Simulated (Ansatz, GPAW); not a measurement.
This is a calculation of KCl (Sylvite) for Ansatz 0.2.0. 

The input input.yaml:

```yaml
crystal:
  lattice:
    - [0.0, 3.14647, 3.14647]
    - [3.14647, 0.0, 3.14647]
    - [3.14647, 3.14647, 0.0]
  atoms:
    - { symbol: K, position: [0.0, 0.0, 0.0], spin: 0.5 }
    - { symbol: Cl, position: [0.5, 0.5, 0.5] }
kpoints:
  mp_grid: { grid: [7, 7, 7] }
scf:
  occupations: { method: gaussian, width: 0.1 }
hamiltonian:
  xc: blyp
  dispersion: d3bj
  pseudopotentials: { kind: all_electron, lapw: { basis_error: 0.001 } }
magnetization:
  spin_polarized: true
output:
  forces: true
  stress: true
  eigenvalues: true
```

Potentials or basis: all-electron LAPW, scalar-relativistic.

Run with:

```console
$ ansatz run input.yaml --threads 1 --pin off --max-ram 3072MiB --backend cpu --events-out ev --progress --plain --runs-dir out
```

Q: Translate it to GPAW 26.7.0 (ASE script). Potentials or basis there: PAW data sets generated for this functional, cutoff 600 eV.

A: As run (cutoffs and basis follow the program's own potentials, and thresholds, step limits or extra output files can differ):

run.py

```python
from ase.calculators.mixing import SumCalculator
from ase.dft.bandgap import bandgap
from ase.io import read, write
from ase.units import Bohr, GPa
from dftd3.ase import DFTD3
from gpaw import GPAW, PW, setup_paths
from gpaw.elf import elf_from_dft_calculation

setup_paths.insert(0, '.')

atoms = read('POSCAR')
atoms.set_initial_magnetic_moments([0.5, 0.0])

calc = GPAW(mode=PW(600),
            xc='BLYP',
            kpts={'size': (7, 7, 7), 'gamma': True},
            occupations={'name': 'methfessel-paxton', 'order': 0, 'width': 0.1},
            nbands=16,
            convergence={'density': 1e-05, 'energy': 1e-05},
            eigensolver='davidson',
            maxiter=150,
            txt='gpaw.txt')
atoms.calc = SumCalculator([calc, DFTD3(method='blyp', damping='d3bj')])
energy = atoms.get_potential_energy()
forces = atoms.get_forces()
stress = atoms.get_stress()
calc.write('gs.gpw')
write('result.traj', atoms)
print(f'Energy: {energy:.6f} eV')
print('Forces (eV/A):')
print(forces.round(4))
print('Stress (GPa):', (stress / GPa).round(3))
print('Moments:', calc.get_magnetic_moments().round(3))
print('Fermi level:', round(calc.get_fermi_level(), 4), 'eV')
print(f'Gap: {bandgap(calc)[0]:.4f} eV, direct: {bandgap(calc, direct=True)[0]:.4f} eV')

# fields on the real-space grid
write('density.cube', atoms, data=calc.get_pseudo_density() * Bohr**3)
write('potential.cube', atoms, data=calc.get_electrostatic_potential())
write('spin.cube', atoms, data=(calc.get_pseudo_density(spin=0) - calc.get_pseudo_density(spin=1)) * Bohr**3)
write('elf.cube', atoms, data=elf_from_dft_calculation(calc).data)
```

Contents of POSCAR:

```
KCl
1.0
    0.0000000000      3.1464700000      3.1464700000
    3.1464700000      0.0000000000      3.1464700000
    3.1464700000      3.1464700000      0.0000000000
K Cl
1 1
Direct
    0.0000000000      0.0000000000      0.0000000000
    0.5000000000      0.5000000000      0.5000000000
```

Potentials or basis: PAW data sets generated in the run's folder for this functional, pw.

Launch:

```console
$ gpaw-setup -f BLYP Cl K
$ OMP_NUM_THREADS=1 python run.py
```

Both were run:

|  | Ansatz | GPAW |
| --- | --- | --- |
| Pressure | -0.7 GPa | -0.8 GPa |
| Net moment | 0.00 μB per cell | 0.00 μB per cell |

Where Ansatz's input types no cutoff or centring, it takes its own default and a Γ-centred mesh.

The magnetic state is the one that the start led to; the real crystal's order can differ.

Pressure is positive in compression.
